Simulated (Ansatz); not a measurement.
# C: random displacements

This session takes C and sets out to see what random moves of the atoms cost.

Computed with Ansatz 0.2.0 (DFT LDA, scalar-relativistic, plane waves, PAW, unless a step's input says otherwise).

1 further run of the same task is left out (set aside as unsound or not needed).

## Step 1: The starting structure

Symmetry: R-3m, No. 166, trigonal system. Conventional cell: a = 2.456 Å, b = 2.456 Å, c = 10.041 Å, α = 90.00°, β = 90.00°, γ = 120.00°. C (site symmetry 3m) has 3 C at 1.42 Å in its first shell of neighbours.

As a file:

```cif
data_structure
_symmetry_space_group_name_H-M 'R-3m:H'
_symmetry_Int_Tables_number 166
_cell_length_a 2.4561
_cell_length_b 2.4561
_cell_length_c 10.0410
_cell_angle_alpha 90.000
_cell_angle_beta 90.000
_cell_angle_gamma 120.000
_cell_volume 52.45
loop_
_atom_site_label
_atom_site_type_symbol
_atom_site_symmetry_multiplicity
_atom_site_Wyckoff_symbol
_atom_site_fract_x
_atom_site_fract_y
_atom_site_fract_z
_atom_site_occupancy
C1 C 6 c 0.00000 0.00000 0.16400 1
```

No relaxation comes first: the listed cell is the starting point.

## Step 2: The undisturbed cell

input.yaml

```yaml
crystal:
  lattice:
    - [2.456052693, -1.4180026834, 3.3470108394]
    - [0.0, 2.8360053668, 3.3470108394]
    - [-2.456052693, -1.4180026834, 3.3470108394]
  atoms:
    - { symbol: C, position: [0.164, 0.164, 0.164] }
    - { symbol: C, position: [0.664, 0.164, 0.664] }
    - { symbol: C, position: [0.164, 0.664, 0.664] }
    - { symbol: C, position: [0.664, 0.664, 0.164] }
    - { symbol: C, position: [0.836, 0.836, 0.836] }
    - { symbol: C, position: [0.336, 0.836, 0.336] }
    - { symbol: C, position: [0.836, 0.336, 0.336] }
    - { symbol: C, position: [0.336, 0.336, 0.836] }
basis:
  ecutwfc: 420
kpoints:
  mp_grid: { grid: [6, 6, 6] }
hamiltonian:
  xc: lda
scf:
  occupations: { method: gaussian, width: 0.05 }
output:
  forces: true
  stress: true
  eigenvalues: true
  write_density: true
  write_potential: true
  elf: true
  volumetric_format: npy
```

On the command line:

```sh
$ ansatz run input.yaml --threads 1 --pin off --max-ram 2560MiB --backend cpu --events-out ev --progress --plain --runs-dir out
```

## Step 3: The scan: random displacements

All atoms are moved at random with no net shift, in some cells together with a random strain.

## Step 4: Point rms move = 0.165 Å

input.yaml

```yaml
crystal:
  lattice:
    - [2.3662954641, -1.4084315836, 3.344635274]
    - [-0.047220566, 2.8524624474, 3.3943680299]
    - [-2.4945846024, -1.4279737392, 3.4304951856]
  atoms:
    - { symbol: C, position: [0.1409508827, 0.1576411819, 0.2027118172] }
    - { symbol: C, position: [0.6944095022, 0.149481611, 0.6421405413] }
    - { symbol: C, position: [0.1443951583, 0.7149327704, 0.646377147] }
    - { symbol: C, position: [0.677252567, 0.6726778026, 0.135942061] }
    - { symbol: C, position: [0.8155065217, 0.8406500232, 0.8785063873] }
    - { symbol: C, position: [0.3672110519, 0.8303184123, 0.3153046106] }
    - { symbol: C, position: [0.8392353085, 0.3490898359, 0.3065036707] }
    - { symbol: C, position: [0.3210390077, 0.2852083627, 0.8725137649] }
basis:
  ecutwfc: 420
kpoints:
  mp_grid: { grid: [6, 6, 6] }
hamiltonian:
  xc: lda
scf:
  occupations: { method: gaussian, width: 0.05 }
output:
  forces: true
  stress: true
  eigenvalues: true
```

## Step 5: At rms move = 0.244 Å

input.yaml

```yaml
crystal:
  lattice:
    - [2.415228596, -1.4122119857, 3.3137793039]
    - [0.0133828799, 2.8430284919, 3.3118409181]
    - [-2.4513858877, -1.4485406264, 3.3249206193]
  atoms:
    - { symbol: C, position: [0.1774802606, 0.1794146122, 0.1395768237] }
    - { symbol: C, position: [0.6944003712, 0.1505063602, 0.6904465629] }
    - { symbol: C, position: [0.2252782667, 0.615445506, 0.6758184586] }
    - { symbol: C, position: [0.5736058853, 0.673612847, 0.1958535432] }
    - { symbol: C, position: [0.8246471457, 0.8621664612, 0.8685755664] }
    - { symbol: C, position: [0.3463003141, 0.8309217393, 0.3029540046] }
    - { symbol: C, position: [0.8819841502, 0.2917173647, 0.3016972168] }
    - { symbol: C, position: [0.2763036063, 0.3962151094, 0.8250778237] }
basis:
  ecutwfc: 420
kpoints:
  mp_grid: { grid: [6, 6, 6] }
hamiltonian:
  xc: lda
scf:
  occupations: { method: gaussian, width: 0.05 }
output:
  forces: true
  stress: true
  eigenvalues: true
```

## Step 6: rms move = 0.219 Å

input.yaml

```yaml
crystal:
  lattice:
    - [2.3935332943, -1.4835724714, 3.4163626604]
    - [0.0941106241, 2.8011680077, 3.276985642]
    - [-2.417797795, -1.6062511758, 3.3821937123]
  atoms:
    - { symbol: C, position: [0.1696186499, 0.1470897876, 0.1547512841] }
    - { symbol: C, position: [0.6518155978, 0.1619493607, 0.6905872357] }
    - { symbol: C, position: [0.2077513027, 0.641797496, 0.6401511665] }
    - { symbol: C, position: [0.6609000665, 0.6557310296, 0.2045416008] }
    - { symbol: C, position: [0.8680809547, 0.8195140234, 0.8077702603] }
    - { symbol: C, position: [0.3136208273, 0.8477925101, 0.2736935623] }
    - { symbol: C, position: [0.8265282313, 0.3018497887, 0.3898440644] }
    - { symbol: C, position: [0.3016843699, 0.4242760038, 0.838660826] }
basis:
  ecutwfc: 420
kpoints:
  mp_grid: { grid: [6, 6, 6] }
hamiltonian:
  xc: lda
scf:
  occupations: { method: gaussian, width: 0.05 }
output:
  forces: true
  stress: true
  eigenvalues: true
```

## Step 7: Point rms move = 0.046 Å

input.yaml

```yaml
crystal:
  lattice:
    - [2.4830017754, -1.3779519846, 3.3906407555]
    - [0.0598316049, 2.7707865338, 3.3530412185]
    - [-2.4664320232, -1.4374730201, 3.353264966]
  atoms:
    - { symbol: C, position: [0.1638247902, 0.1697707572, 0.1636062327] }
    - { symbol: C, position: [0.6719894424, 0.1665721256, 0.6660659803] }
    - { symbol: C, position: [0.1632666366, 0.6632644852, 0.6745854009] }
    - { symbol: C, position: [0.6545913299, 0.6665716341, 0.160999138] }
    - { symbol: C, position: [0.8421594093, 0.8288352187, 0.8263845032] }
    - { symbol: C, position: [0.341499445, 0.8300210111, 0.3278941415] }
    - { symbol: C, position: [0.8367650495, 0.3294890224, 0.3344979354] }
    - { symbol: C, position: [0.3259038971, 0.3454757457, 0.845966668] }
basis:
  ecutwfc: 420
kpoints:
  mp_grid: { grid: [6, 6, 6] }
hamiltonian:
  xc: lda
scf:
  occupations: { method: gaussian, width: 0.05 }
output:
  forces: true
  stress: true
  eigenvalues: true
```

## Step 8: At rms move = 0.094 Å

input.yaml

```yaml
crystal:
  lattice:
    - [2.456052693, -1.4180026834, 3.3470108394]
    - [0.0, 2.8360053668, 3.3470108394]
    - [-2.456052693, -1.4180026834, 3.3470108394]
  atoms:
    - { symbol: C, position: [0.1410539653, 0.1714004767, 0.1488538426] }
    - { symbol: C, position: [0.6611280854, 0.1534124699, 0.6851123317] }
    - { symbol: C, position: [0.16607312, 0.6714864367, 0.6601884659] }
    - { symbol: C, position: [0.6670137121, 0.6555249901, 0.1687447888] }
    - { symbol: C, position: [0.8240747032, 0.849991721, 0.8365920078] }
    - { symbol: C, position: [0.3355264006, 0.8359802208, 0.3525027518] }
    - { symbol: C, position: [0.8656925056, 0.3073783688, 0.3159318682] }
    - { symbol: C, position: [0.3394375077, 0.3548253161, 0.8320739431] }
basis:
  ecutwfc: 420
kpoints:
  mp_grid: { grid: [6, 6, 6] }
hamiltonian:
  xc: lda
scf:
  occupations: { method: gaussian, width: 0.05 }
output:
  forces: true
  stress: true
  eigenvalues: true
```

(Steps that only read results are left out.)

Before running it: what results should come out?

**Answer**, as computed:

```
      quantity                                      value
costliest cell  2785.3 meV/atom at an rms move of 0.244 Å
```

The cost runs from 57.9 to 2785.3 meV/atom. Energy over the square of the rms move lies between 22.3 and 46.9 eV/Å² per atom; a harmonic solid under isotropic random moves would keep it roughly constant, while strain and close contacts change it. The gap on the mesh, 0.77 eV at the start, reads zero at rms move = 0.244. Where forces pass 15 eV/Å atoms stand far too close, the PAW spheres overlap strongly and those numbers are rough.
